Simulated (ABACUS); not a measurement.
# CdS (Greenockite) (P6_3mc) in ABACUS: further runs

The runs below take CdS (Greenockite) through single point, with PBE.

Everything below comes from runs of ABACUS 3.10.1. Logs are shortened: lines on timing, memory, paths and dates and some standing lists are left out, and cuts for length are marked.

**Measured values to compare with.**

“Isotope dependence of band-gap energy”, 2008, arxiv:0807.2152 quotes, for a bulk crystal of CdS: band gap 2.5809 ± 0.0002 eV.

The runs below are set against these values where they give the same quantity.

**1. Starting point**

Symmetry: P6_3mc, No. 186, hexagonal system. Conventional cell: a = 4.150 Å, b = 4.150 Å, c = 6.737 Å, α = 90.00°, β = 90.00°, γ = 120.00°. Around Cd (site symmetry 3m) lie 4 S at 2.53 to 2.54 Å. S (site symmetry 3m) is surrounded by 4 Cd at 2.53 to 2.54 Å.

**2. Single point, PBE**

Contents of run_abacus.py:

```python
"""ABACUS run from a structure file: ASE reads it, the script writes STRU, KPT and INPUT."""
import re
import subprocess
from ase.io import read
from ase.units import Bohr

atoms = read("POSCAR")
atoms = atoms[(-atoms.numbers).argsort(kind="stable")]  # ABACUS lists atoms element by element
pseudo = {'Cd': 'Cd.upf', 'S': 'S.upf'}
orbital = {}
magmoms = None
kmesh = [5, 5, 3]
params = {
    'suffix': 'CdS',
    'calculation': 'scf',
    'basis_type': 'pw',
    'pseudo_dir': './',
    'symmetry': 1,
    'dft_functional': 'pbe',
    'ecutwfc': 121,
    'pseudo_rcut': 7,
    'nspin': 1,
    'nbands': 32,
    'ks_solver': 'dav',
    'smearing_method': 'fd',
    'smearing_sigma': 0.00367493,
    'scf_thr': 1e-08,
    'scf_nmax': 100,
    'mixing_type': 'broyden',
    'mixing_beta': 0.7,
    'cal_force': 1,
    'cal_stress': 1,
    'kpar': 4,
}

symbols = atoms.get_chemical_symbols()
elements = list(dict.fromkeys(symbols))
lines = ["ATOMIC_SPECIES"] + [f"{e} {atoms.get_masses()[symbols.index(e)]:.4f} {pseudo[e]}" for e in elements]
if orbital:
    lines += ["", "NUMERICAL_ORBITAL"] + [orbital[e] for e in elements]
lines += ["", "LATTICE_CONSTANT", f"{1 / Bohr:.10f}", "", "LATTICE_VECTORS"]
lines += [" ".join(f"{x:.10f}" for x in v) for v in atoms.cell]
lines += ["", "ATOMIC_POSITIONS", "Direct"]
for e in elements:
    lines += ["", e, "0.0", str(symbols.count(e))]
    for i, p in enumerate(atoms.get_scaled_positions(wrap=False)):
        if symbols[i] == e:
            mag = "" if magmoms is None else " mag " + " ".join(str(x) for x in (magmoms[i] if isinstance(magmoms[i], list) else [magmoms[i]]))
            lines.append(" ".join(f"{x:.10f}" for x in p) + " 1 1 1" + mag)
open("STRU", "w").write("\n".join(lines) + "\n")
open("KPT", "w").write("K_POINTS\n0\nGamma\n%d %d %d 0 0 0\n" % tuple(kmesh))
open("INPUT", "w").write("INPUT_PARAMETERS\n" + "".join(f"{k:<20s}{v}\n" for k, v in params.items()))

done = subprocess.run(['mpirun', '-np', '4', 'abacus'])
if done.returncode:
    raise SystemExit(done.returncode)
log = open("OUT.CdS/running_scf.log").read()
print("final energy (eV):", re.findall(r"FINAL_ETOT_IS (\S+)", log))
```

Contents of POSCAR:

```
CdS
1.0
    4.1500000000      0.0000000000      0.0000000000
   -2.0750000000      3.5940054257      0.0000000000
    0.0000000000      0.0000000000      6.7370000000
Cd S
2 2
Direct
    0.6666666667      0.3333333333      0.5000000000
    0.3333333333      0.6666666667      0.0000000000
    0.6666666667      0.3333333333      0.8750000000
    0.3333333333      0.6666666667      0.3750000000
```

Potentials or basis: PseudoDojo NC SR 0.5 PBE stringent, plane waves.

Command:

```sh
$ OMP_NUM_THREADS=1 python run_abacus.py > log
```

running log:

```text
ABACUS v3.10.1

               Atomic-orbital Based Ab-initio Computation at UStc

 ------------------------------------------------------------------------------------

 READING GENERAL INFORMATION
                           global_out_dir = OUT.CdS/
                           global_in_card = INPUT
                               pseudo_dir = ./
                              orbital_dir =
                                    DSIZE = 4
                                    GSIZE = 1

 READING UNITCELL INFORMATION
                                    ntype = 2
                  lattice constant (Bohr) = 1.88973
              lattice constant (Angstrom) = 1

 READING ATOM TYPE 1
                               atom label = Cd
                      L=0, number of zeta = 1
                      L=1, number of zeta = 1
                      L=2, number of zeta = 1
             number of atom for this type = 2

 READING ATOM TYPE 2
                               atom label = S
                      L=0, number of zeta = 1
                      L=1, number of zeta = 1
                      L=2, number of zeta = 1
             number of atom for this type = 2

                        TOTAL ATOM NUMBER = 4
DIRECT COORDINATES
    atom                   x                   y                   z     mag                  vx                  vy                  vz
taud_Cd1            0.6666666667        0.3333333333        0.5000000000  0.0000        0.0000000000        0.0000000000        0.0000000000
taud_Cd2            0.3333333333        0.6666666667        0.0000000000  0.0000        0.0000000000        0.0000000000        0.0000000000
taud_S1            0.6666666667        0.3333333333        0.8750000000  0.0000        0.0000000000        0.0000000000        0.0000000000
taud_S2            0.3333333333        0.6666666667        0.3750000000  0.0000        0.0000000000        0.0000000000        0.0000000000

                          Volume (Bohr^3) = 678.094
                             Volume (A^3) = 100.483

 Lattice vectors: (Cartesian coordinate: in unit of a_0)
                +4.15                  +0                  +0
               -2.075            +3.59401                  +0
                   +0                  +0              +6.737
 Reciprocal vectors: (Cartesian coordinate: in unit of 2 pi/a_0)
            +0.240964           +0.139121                  -0
                   -0           +0.278241                  -0
                   +0                  -0           +0.148434
 The esolver type has been set to : ksdft_pw

                PAO radial cut off (Bohr) = 7

 Read in pseudopotential file is Cd.upf
                     pseudopotential type = NC
          exchange-correlation functional = PBE
                 nonlocal core correction = 1
                        valence electrons = 20
                                     lmax = 2
                           number of zeta = 4
                     number of projectors = 6
                           L of projector = 0
[... 5 lines left out ...]
                PAO radial cut off (Bohr) = 7

 Read in pseudopotential file is S.upf
                     pseudopotential type = NC
          exchange-correlation functional = PBE
                 nonlocal core correction = 1
                        valence electrons = 6
                                     lmax = 2
                           number of zeta = 2
                     number of projectors = 6
                           L of projector = 0
                           L of projector = 0
                           L of projector = 1
                           L of projector = 1
                           L of projector = 2
                           L of projector = 2
     initial pseudo atomic orbital number = 28

 SETUP THE ELECTRONS NUMBER
            electron number of element Cd = 20
      total electron number of element Cd = 40
             electron number of element S = 6
       total electron number of element S = 12
            AUTOSET number of electrons:  = 52
                           occupied bands = 26
                                   NBANDS = 32
                                   NLOCAL = 36

%%%%%%%%%%%%%%%%%%%%%%%%%%%%%%%%%%%%%%%%%%%%%%%%%%%%%%%%%%%%%%%%%%%%%%%%%%%%%%%%%%%%%%%%%%%%%%%%%%%%%%%%%%
 Warning: the number of valence electrons in pseudopotential > 12 for Cd: [Kr] 4d10 5s2
 Pseudopotentials with additional electrons can yield (more) accurate outcomes, but may be less efficient.
 If you're confident that your chosen pseudopotential is appropriate, you can safely ignore this warning.
%%%%%%%%%%%%%%%%%%%%%%%%%%%%%%%%%%%%%%%%%%%%%%%%%%%%%%%%%%%%%%%%%%%%%%%%%%%%%%%%%%%%%%%%%%%%%%%%%%%%%%%%%%

 SETUP THE PLANE WAVE BASIS
 energy cutoff for charge/potential (unit:Ry) = 484
            fft grid for charge/potential = [ 60, 60, 90 ]
                        fft grid division = [ 1, 1, 1 ]
        big fft grid for charge/potential = [ 60, 60, 90 ]
                                     nbxx = 324000
                                     nrxx = 324000

 SETUP PLANE WAVES FOR CHARGE/POTENTIAL
                    number of plane waves = 121997
                         number of sticks = 2053

 PARALLEL PW FOR CHARGE/POTENTIAL
     PROC   COLUMNS(POT)             PW
        1           2053         121997
[... 61 lines left out ...]
                   Input type of k points = Monkhorst-Pack(Gamma)
                                   nkstot = 75
                       right hand lattice = 1
(for reciprocal lattice: )
                             BRAVAIS TYPE = 4
                     BRAVAIS LATTICE NAME = 04. Hexagonal cell
                                    ibrav = 4
                       right hand lattice = 1
(for k-lattice: )
                             BRAVAIS TYPE = 4
                     BRAVAIS LATTICE NAME = 04. Hexagonal cell
                                    ibrav = 4
                       right hand lattice = 1
                        ROTATION MATRICES = 24
                               nkstot_ibz = 10
K-POINTS REDUCTION ACCORDING TO SYMMETRY
     IBZ    DIRECT_X    DIRECT_Y    DIRECT_Z  WEIGHT  ibz2bz
       1  0.00000000  0.00000000  0.00000000  0.0133       0
       2 -0.20000000  0.20000000  0.00000000  0.0800       1
       3 -0.40000000  0.40000000  0.00000000  0.0800       2
       4 -0.20000000  0.40000000  0.00000000  0.0800       6
       5  0.40000000  0.40000000  0.00000000  0.0800       7
       6  0.00000000  0.00000000  0.33333333  0.0267      25
       7 -0.20000000  0.20000000  0.33333333  0.1600      26
       8 -0.40000000  0.40000000  0.33333333  0.1600      27
       9 -0.20000000  0.40000000  0.33333333  0.1600      31
      10  0.40000000  0.40000000  0.33333333  0.1600      32

                               nkstot now = 10
[... K-POINTS DIRECT COORDINATES: 10 rows ...]

           k-point number in this process = 3
       minimum distributed K point number = 2
[... stars of the k points ...]

[... K-POINTS CARTESIAN COORDINATES: 3 rows ...]

[... K-POINTS DIRECT COORDINATES: 3 rows ...]

 SETUP PLANE WAVES FOR WAVE FUNCTIONS
     energy cutoff for wavefunc (unit:Ry) = 121
              fft grid for wave functions = [ 60, 60, 90 ]
                    number of plane waves = 16769
                         number of sticks = 559

 PARALLEL PW FOR WAVE FUNCTIONS
     PROC   COLUMNS(POT)             PW
        1            559          16769
 --------------- sum -------------------
        1            559          16769

 SETUP NONLOCAL PSEUDOPOTENTIALS IN PLANE WAVE BASIS
 Cd non-local projectors:
 projector 1 L=0
 projector 2 L=0
 projector 3 L=1
 projector 4 L=1
 projector 5 L=2
 projector 6 L=2
 S non-local projectors:
 projector 1 L=0
 projector 2 L=0
 projector 3 L=1
 projector 4 L=1
 projector 5 L=2
 projector 6 L=2
      TOTAL NUMBER OF NONLOCAL PROJECTORS = 72

 Init Non-Local PseudoPotential table :
 Init Non-Local-Pseudopotential done.

                                     npwx = 15303

 Make real space PAO into reciprocal space.
       max mesh points in Pseudopotential = 701
     dq(describe PAO in reciprocal space) = 0.01
                                    max q = 1324

 number of pseudo atomic orbitals for Cd is 4
WARNING: norm of atomic wavefunction # 3 of atomic type Cd is 0.999996, renormalized
WARNING: norm of atomic wavefunction # 4 of atomic type Cd is 0.997426, renormalized

 number of pseudo atomic orbitals for S is 2
WARNING: norm of atomic wavefunction # 1 of atomic type S is 0.999996, renormalized
WARNING: norm of atomic wavefunction # 2 of atomic type S is 0.999693, renormalized

 -------------------------------------------
 SELF-CONSISTENT
 -------------------------------------------
                                 init_chg = atomic

 PW ALGORITHM --------------- ION=   1  ELEC=   1--------------------------------

 Notice: Threshold on eigenvalues was too large.
 hsover_error=0.52 > DRHO=0.257118
 Origin diag ethr = 0.01
 New diag ethr = 0.000494457

 Density error is 0.256647285524
                          Error Threshold = 0.000494457378186
----------------------------------------------------------
     Energy           Rydberg                 eV
----------------------------------------------------------
 E_KohnSham     -744.7907771643      -10133.3983872826
 E_Harris       -750.5847968125      -10212.2300688227
 E_Fermi        0.5091909797         6.9278986947
----------------------------------------------------------
[... 75 lines left out ...]
 Density error is 7.69029605604e-10
                          Error Threshold = 1.24881767252e-10
----------------------------------------------------------
     Energy           Rydberg                 eV
----------------------------------------------------------
 E_KohnSham     -744.8723987969      -10134.5089065661
 E_KS(sigma->0) -744.8723987835      -10134.5089063845
 E_Harris       -744.8721189833      -10134.5050995069
 E_band         -74.7912237453       -1017.5868033287
 E_one_elec     -501.5541380813      -6823.9941333841
 E_Hartree      261.6319176295       3559.6848584281
 E_xc           -109.3516466183      -1487.8054796917
 E_Ewald        -395.5985317001      -5382.3941515551
 E_entropy(-TS) -0.0000000267        -0.0000003633
 E_descf        0.0000000000         0.0000000000
 E_exx          0.0000000000         0.0000000000
 E_Fermi        0.5461333968         7.4305260652
----------------------------------------------------------

 charge density convergence is achieved
 final etot is -10134.508907 eV
 EFERMI = 7.4305260652 eV

 STATE ENERGY(eV) AND OCCUPATIONS    NSPIN == 1
 1/3 kpoint (Cartesian) = 0.0000 0.0000 0.0000 (15303 pws)
       1       -94.5227      0.0266667
       2       -94.5227      0.0266667
       3       -55.5860      0.0266667
       4       -55.5860      0.0266667
       5       -55.5859      0.0266667
       6       -55.5859      0.0266667
[... 92 lines left out ...]
      31        13.8293    4.21820e-57
      32        14.8042    1.43480e-65

------------------------------------------------------------------------------------------
 TOTAL-FORCE (eV/Angstrom)
------------------------------------------------------------------------------------------
                       Cd1         0.0000000000         0.0000000000        -0.0652271840
                       Cd2         0.0000000000         0.0000000000        -0.0652271840
                        S1         0.0000000000         0.0000000000         0.0652271840
                        S2         0.0000000000         0.0000000000         0.0652271840
------------------------------------------------------------------------------------------

----------------------------------------------------------------
 TOTAL-STRESS (KBAR)
----------------------------------------------------------------
        18.8367585172         0.0000000000         0.0000000000
         0.0000000000        18.8367585173         0.0000000000
        -0.0000000000         0.0000000000        24.7240098235
----------------------------------------------------------------
 TOTAL-PRESSURE: 20.799176 KBAR

 --------------------------------------------
 !FINAL_ETOT_IS -10134.5089065661450149 eV
 --------------------------------------------
```

Wall time 41 s (4 MPI ranks of Intel Xeon 6975P-C (Granite Rapids), shared host); peak memory 1.1 GiB.

Results:

```yaml
Free_energy: -10134.5089 eV
Pressure: 2.1 GPa
Largest_force: 0.065 eV/Å
Band_gap_on_the_k_mesh: 1.19 eV, direct
```

Forces on the atoms (eV/Å):
```
Cd   0.000  0.000 -0.065
Cd   0.000  0.000 -0.065
S    0.000  0.000  0.065
S    0.000  0.000  0.065
```

Stress tensor (GPa, compression positive):
```
1.88 0.00 0.00
0.00 1.88 0.00
0.00 0.00 2.47
```

**3. Single point, PBE**

Edit run_abacus.py of step 2 so:

```diff
@@ -8,3 +8,3 @@
 atoms = atoms[(-atoms.numbers).argsort(kind="stable")]  # ABACUS lists atoms element by element
-pseudo = {'Cd': 'Cd.upf', 'S': 'S.upf'}
+pseudo = {'Cd': 'Cd_ONCV_PBE-1.2.upf', 'S': 'S_ONCV_PBE-1.2.upf'}
 orbital = {}
@@ -19,3 +19,3 @@
     'dft_functional': 'pbe',
-    'ecutwfc': 121,
+    'ecutwfc': 103,
     'pseudo_rcut': 7,
@@ -32,3 +32,5 @@
     'cal_stress': 1,
-    'kpar': 4,
+    'out_chg': 1,
+    'out_pot': 2,
+    'out_elf': 1,
 }
```

POSCAR is that of step 2.

Potentials or basis: SG15 ONCV 1.2 PBE, plane waves.

Command:

```sh
$ OMP_NUM_THREADS=1 python run_abacus.py > log
```

It took 39 s on 4 MPI ranks of Intel Xeon 6975P-C (Granite Rapids), shared host; peak memory 0.44 GiB.

Results (log left out):

| Property | Result |
| --- | --- |
| Free energy | -9018.3311 eV |
| Pressure | 2.3 GPa |
| Largest force | 0.066 eV/Å |
| Band gap on the k mesh | 1.20 eV, direct |

Forces on the atoms (eV/Å):
```
Cd   0.000  0.000 -0.066
Cd   0.000  0.000 -0.066
S    0.000  0.000  0.066
S    0.000  0.000  0.066
```

Stress tensor (GPa, compression positive):
```
2.09 0.00 0.00
0.00 2.09 0.00
0.00 0.00 2.68
```

Levels at points of the mesh, in eV from the valence-band top:
| k point | band 23 | band 24 | band 25 | band 26 | band 27 | band 28 | band 29 | band 30 |
| --- | --- | --- | --- | --- | --- | --- | --- | --- |
| (0.00, 0.00, 0.00) | -0.75 | -0.04 | 0.00 | 0.00 | 1.20 | 2.80 | 6.50 | 6.50 |

**4. Single point, PBE**

Edit run_abacus.py of step 3 so:

```diff
@@ -8,3 +8,3 @@
 atoms = atoms[(-atoms.numbers).argsort(kind="stable")]  # ABACUS lists atoms element by element
-pseudo = {'Cd': 'Cd_ONCV_PBE-1.2.upf', 'S': 'S_ONCV_PBE-1.2.upf'}
+pseudo = {'Cd': '48_Cd_20_2.2_2.3_pbe_n_v1.0.upf', 'S': '16_S_6_1.8_1.9_pbe_n_v1.0.upf'}
 orbital = {}
@@ -32,5 +32,3 @@
     'cal_stress': 1,
-    'out_chg': 1,
-    'out_pot': 2,
-    'out_elf': 1,
+    'kpar': 4,
 }
```

POSCAR is that of step 3.

Potentials or basis: SPMS ONCV 1.0 PBE, plane waves.

Command:

```sh
$ OMP_NUM_THREADS=1 python run_abacus.py > log
```

Run time: 31 s. Hardware: 4 MPI ranks of Intel Xeon 6975P-C (Granite Rapids), shared host; peak memory 0.88 GiB.

Results (log left out):

| Quantity | Value |
| --- | --- |
| Free energy | -9734.6967 eV |
| Pressure | 2.2 GPa |
| Largest force | 0.066 eV/Å |
| Band gap on the k mesh | 1.20 eV, direct |

Forces in eV/Å, atoms in the order of the input:
```
Cd   0.000  0.000 -0.066
Cd   0.000  0.000 -0.066
S    0.000  0.000  0.066
S    0.000  0.000  0.066
```

Stress tensor (GPa, compression positive):
```
1.95 0.00 0.00
0.00 1.95 0.00
0.00 0.00 2.54
```

Levels at points of the mesh, in eV from the valence-band top:
| k point | band 23 | band 24 | band 25 | band 26 | band 27 | band 28 | band 29 | band 30 |
| --- | --- | --- | --- | --- | --- | --- | --- | --- |
| (0.00, 0.00, 0.00) | -0.75 | -0.04 | 0.00 | 0.00 | 1.20 | 2.79 | 6.46 | 6.46 |

**5. Summary**

| potentials or basis | cutoff (eV) | gap on the mesh (eV) | pressure (GPa) | largest force (eV/Å) |
| --- | --- | --- | --- | --- |
| PseudoDojo NC SR 0.5 PBE stringent, plane waves | 1646 | 1.19 | 2.1 | 0.07 |
| SG15 ONCV 1.2 PBE, plane waves | 1401 | 1.20 | 2.3 | 0.07 |
| SPMS ONCV 1.0 PBE, plane waves | 1401 | 1.20 | 2.2 | 0.07 |

Alike in all rows: task single point; level PBE; no spin polarisation; cell as given; k mesh 5 × 5 × 3; smearing fermi-dirac 0.05 eV.

Absolute energies hang on the potentials; compare differences alone.

**6. How close it comes**

Step 2. A measured gap of CdS is 2.5809 eV (quoted in “Isotope dependence of band-gap energy”, 2008, arxiv:0807.2152); the calculated 1.19 eV misses it by -1.39 eV. So large a miss can be the level of theory's own, or it may mean another phase, state or a wrong row. Spin-orbit coupling on Cd is left out. The value is that of PBE, without temperature or zero-point motion. Semilocal functionals fall short of measured gaps as a rule.

Step 3. Against the measured gap of CdS, 2.5809 eV (quoted in “Isotope dependence of band-gap energy”, 2008, arxiv:0807.2152), the calculated 1.20 eV is off by -1.39 eV. So large a miss can be the level of theory's own, or it may mean another phase, state or a wrong row. Spin-orbit coupling on Cd is left out. The value is that of PBE, without temperature or zero-point motion. Semilocal functionals fall short of measured gaps as a rule.

Step 4. Measured gap of CdS: 2.5809 eV (quoted in “Isotope dependence of band-gap energy”, 2008, arxiv:0807.2152). This calculation gives 1.20 eV (-1.39 eV). So large a miss can be the level of theory's own, or it may mean another phase, state or a wrong row. Spin-orbit coupling on Cd is left out. The value is that of PBE, without temperature or zero-point motion. Semilocal functionals fall short of measured gaps as a rule.
